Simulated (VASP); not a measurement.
Set up this calculation in VASP 6.6.1, as the native input.

| Quantity | Value |
| --- | --- |
| Task | relaxation of cell and atoms |
| Functional | PBE |
| Potentials or basis | VASP PAW PBE potentials, release 64 (Cs_sv, Sn_d, I) |
| Cutoff | 600 eV |
| k mesh | 6 × 6 × 6 |
| Occupations | gaussian, width 0.03 eV |
| Spin | no spin polarisation |
| Further INCAR settings | ALGO = Normal; EDIFF = 1e-06; IBRION = 2; EDIFFG = -0.01; NSW = 90; ISIF = 3 |

The structure of Cs2SnI6 lies in POSCAR:

```
Cs2SnI6
1.0
    0.0000000000      5.8138000000      5.8138000000
    5.8138000000      0.0000000000      5.8138000000
    5.8138000000      5.8138000000      0.0000000000
Cs Sn I
2 1 6
Direct
    0.2500000000      0.2500000000      0.2500000000
    0.7500000000      0.7500000000      0.7500000000
    0.0000000000      0.0000000000      0.0000000000
    0.7546400000      0.2453600000      0.2453600000
    0.2453600000      0.7546400000      0.2453600000
    0.2453600000      0.7546400000      0.7546400000
    0.7546400000      0.2453600000      0.7546400000
    0.2453600000      0.2453600000      0.7546400000
    0.7546400000      0.7546400000      0.2453600000
```

These files were run (other wordings do the same):

INCAR

```
SYSTEM = Cs2SnI6
PREC = Accurate
ENCUT = 600
EDIFF = 1E-6
ISMEAR = 0
SIGMA = 0.03
LREAL = .False.
LASPH = .True.
NELM = 80
ALGO = Normal
ISIF = 3
LWAVE = .False.
LCHARG = .False.
GGA = PE
IBRION = 2
NSW = 90
EDIFFG = -0.01
KPAR = 2
```

KPOINTS

```
Automatic mesh
0
Gamma
  6 6 6
  0 0 0
```

Potentials or basis: VASP PAW PBE potentials, release 64 (Cs_sv, Sn_d, I).

Command:

```sh
$ cat potpaw_PBE.64/Cs_sv/POTCAR potpaw_PBE.64/Sn_d/POTCAR potpaw_PBE.64/I/POTCAR > POTCAR
$ mpirun -np 2 vasp_std > vasp.out
```

Results of the run:

* Relaxed volume: 48.47 Å³/atom
* Relaxed cell: a = 8.513 Å, b = 8.513 Å, c = 8.513 Å, α = 60.00°, β = 60.00°, γ = 60.00°
* Space group after relaxing (to 0.05 Å): Fm-3m (No. 225)
* Energy gained by relaxing: 17.7 meV/atom
* Ionic steps: 7
* Pressure after relaxing: 0.0 GPa
* Largest force after relaxing: 0.008 eV/Å
* Band gap on the k mesh: 0.27 eV, direct

Caveat: spin-orbit coupling is left out, which moves the levels of the heavy elements; the volume moved by +11 % from the deposited cell, more than functionals usually miss.

It took 18 min on 2 MPI ranks on Intel(R) Xeon(R) Platinum 8488C (Sapphire Rapids), on a shared host, peak memory 0.94 GiB a rank.
